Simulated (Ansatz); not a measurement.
**Orbital character of the bands of N**

```
N
1.0
     4.05000    0.00000    0.00000
    -2.02500    3.50740    0.00000
     0.00000    0.00000    6.60400
N
4
Cartesian
  0.0000 2.3383 2.2322
  2.0250 1.1691 5.5342
  0.0000 2.3383 1.0698
  2.0250 1.1691 4.3718
```

Atom numbers follow the list: N1, N2, N3, N4.

The conventional cell has a = 4.050 Å, b = 4.050 Å, c = 6.604 Å, α = 90.00°, β = 90.00°, γ = 120.00°. N (atom 1) is surrounded by 1 N at 1.16 Å.

The geometry is COD entry 9012476, unchecked; take it as a test cell.

The calculation used DFT, PBE, all-electron LAPW, scalar-relativistic (Ansatz 0.2.0).

Settings: a Γ-centred 9×9×5 k mesh, Fermi–Dirac smearing of 0.03 eV, basis error target 1 meV/atom, no spin polarisation.

Weights are projections on a minimal set of Löwdin-orthogonalised atomic shells, summed over atoms of an element; the rest lies outside that basis, and weights on diffuse cation s shells are inflated where empty shells are missing from it. Energies are in eV from the valence-band top.

Points: K (0.333, 0.333, 0.000), H (0.333, 0.333, 0.500).

| state | character |
| --- | --- |
| K, -4.41 eV (×2) | N 2s 64 %, N 2p 36 % |
| K, -1.89 eV | N 2p 98 % |
| K, -1.81 eV (×2) | ? |
| K, -1.49 eV | ? |
| K, -0.48 eV (×2) | N 2p 70 %, N 2s 27 % |
| H, -4.43 eV (×2) | N 2s 63 %, N 2p 37 % |
| H, -1.70 eV (×2) | N 2p 98 % |
| H, -1.64 eV (×2) | ? |
| H, -0.65 eV (×2) | ? |

Q: Give the missing entry: row "H, -0.65 eV (×2)", column "character".

A: N 2p 69 %, N 2s 29 %.

Q: Fill in "character" for the row "H, -1.64 eV (×2)".

A: N 2p 97 %.

Q: What belongs in the row "K, -1.81 eV (×2)", column "character"?

A: N 2p 96 %.

Q: Fill in "character" for the row "K, -1.49 eV".

A: N 2p 99 %.
